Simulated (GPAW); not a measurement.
BN:

```
CELL_PARAMETERS angstrom
2.55394 0.00000 0.00000
-1.27697 2.21178 0.00000
0.00000 0.00000 4.22685
ATOMIC_POSITIONS crystal
N 0.33333 0.66667 0.12528
N 0.66667 0.33333 0.62528
B 0.33333 0.66667 0.49972
B 0.66667 0.33333 0.99972
```

Measurements of this composition are mostly on another form, of space group No. 194.

| Quantity | Value |
| --- | --- |
| Program | GPAW 26.7.0 |
| Task | relaxation of cell and atoms |
| Functional | PBEsol |
| Dispersion | D4 |
| Potentials or basis | PAW data sets generated in the run's folder for this functional |
| Cutoff | 800 eV |
| Basis | pw |
| k mesh | 9 × 9 × 5 |
| Occupations | fermi-dirac, width 0.05 eV |
| Spin | no spin polarisation |

At the start: pressure -10.3 GPa; volume 5.97 Å³/atom.

Task: Where does the relaxation end?

Result: Over 4 steps the energy falls by 3.9 meV/atom and the volume is 5.81 Å³/atom (-2.7 %); space group P6_3mc (No. 186, to 0.05 Å).

The path:
```csv
step,energy change (eV),largest force (eV/Å),pressure (GPa),volume (Å³)
1,0.0000,0.0117,-10.28,23.88
2,-0.0050,0.0009,-8.79,23.78
3,-0.0154,0.0214,0.19,23.23
4,-0.0155,0.0068,0.00,23.24
```

Final structure:
```
N B
1.0
     2.53137    0.00000    0.00000
    -1.26568    2.19223    0.00000
     0.00000    0.00000    4.18740
N B
2 2
Direct
  0.33333 0.66667 0.12529
  0.66667 0.33333 0.62529
  0.33333 0.66667 0.49972
  0.66667 0.33333 0.99972
```

Caveat: later steps reuse the first step's grids.
